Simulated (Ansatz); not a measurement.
# Ni2Si: pressure against volume

Ni2Si, Pnma, a = 5.022 Å, b = 3.730 Å, c = 7.077 Å. The structure is a COD entry; whether it is the stable form wasn't checked. Ansatz: PBE, PAW, 420 eV, Γ-centred 8×10×6 mesh on 12 atoms, Gaussian smearing 0.10 eV; no spin polarisation. Shape and atoms are relaxed at each volume; pressure is positive in compression.

| V (Å³/atom) | P (GPa) |
| --- | --- |
| 9.721 | ? |
| 10.052 | 22.43 |
| 10.384 | 13.54 |
| 10.715 | 6.14 |
| 11.046 | 0.01 |
| 11.378 | -5.11 |
| 11.709 | -9.32 |
| 12.151 | -12.64 |

Problem. Take V0 = 11.046 Å³/atom, count pressures from its P0 = 0.01 GPa, fit the third-order Birch–Murnaghan form to the other rows, and predict the missing pressure.

Solution. With the Eulerian strain f = ½[(V0/V)^(2/3) − 1] and y = (P − P0)/[3f(1 + 2f)^(5/2)], the form is the line y = B0 + 1.5 B0 (B0′ − 4) f. Rows (f, y): 0.03244, 196.9; 0.02103, 193.5; 0.01024, 189.7; -0.00977, 183.5; -0.01906, 179.8; -0.03079, 160.5. Means f = 0.0006817, y = 183.98; Σ(Δf)² = 0.003003, ΣΔfΔy = 1.485; the slope is their ratio. y = 183.6 + 494.5 f GPa, so B0 = 183.6 GPa and B0′ = 4 + 2 × (494.5)/(3 × 183.6) = 5.80. At V = 9.721, f = 0.04446, y = 205.59 and P = 33.94 GPa. The run gave 33.08 GPa, so the fit is 0.86 GPa too high, 1.9 % of the span of the series, against an rms of 0.31 GPa on the fitted rows. The row lies outside the fitted range. A fourth-order term fitted to the same rows gives P = 31.72 GPa at this row's volume (the line 33.94, the run 33.08), no gain.